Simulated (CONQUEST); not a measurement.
**CdS (Hawleyite) under changes of volume**

One of the cells (24.808 Å³/atom); the others are scaled copies at fixed shape and fractional positions:

```
CELL_PARAMETERS angstrom
4.12455 0.00000 0.00000
0.00000 4.12455 0.00000
0.00000 0.00000 5.83300
ATOMIC_POSITIONS crystal
Cd 0.00000 0.00000 0.00000
Cd 0.50000 0.50000 0.50000
S 0.00000 0.50000 0.25000
S 0.50000 0.00000 0.75000
```

- Program: CONQUEST 1.3
- Functional: LDA-GTH
- Potentials or basis: PseudoDojo NC LDA, SZP, grid of 32 × 32 × 48 points
- k mesh: 6 × 6 × 4
- Occupations: methfessel-paxton of order 1, width 0.1 eV
- Spin: no spin polarisation

```tsv
volume (Å³/atom)	energy over the lowest point (meV/atom)	pressure (GPa)	gap on the mesh (eV)
23.319	24.95	5.3	1.45
23.815	11.28	3.5	1.37
24.312	3.09	1.7	1.29
24.808	0.00	0.3	1.22
25.304	0.98	-0.9	1.15
25.800	?	?	?
26.296	13.57	-3.1	1.01
```

Q: What does the run at 25.800 Å³/atom give?

A: Energy over the lowest point 5.62 meV/atom; pressure -2.1 GPa; gap on the mesh 1.08 eV.

Worked out: A Birch-Murnaghan fit of order 3 (a polynomial in V^(-2/3)) to the other rows has its minimum at 24.92 Å³/atom with B0 = V·E''(V) = 66 GPa and B' = 6.2. It gives 5.70 meV/atom at 25.800 Å³/atom, against the run's 5.62, and -dE/dV = -2.1 GPa, against -2.1. A straight line through the other rows of the gap, of slope -3.65 eV per unit of ln V, gives 1.08 eV, against the run's 1.08.

Caveats: the atomic basis is small; the basis of atomic orbitals isn't converged, which shifts pressures, moduli and gaps; the real-space grid breaks the cell's symmetry a little (some runs).

A mesh can miss the band edges. Spin-orbit coupling on Cd is left out.
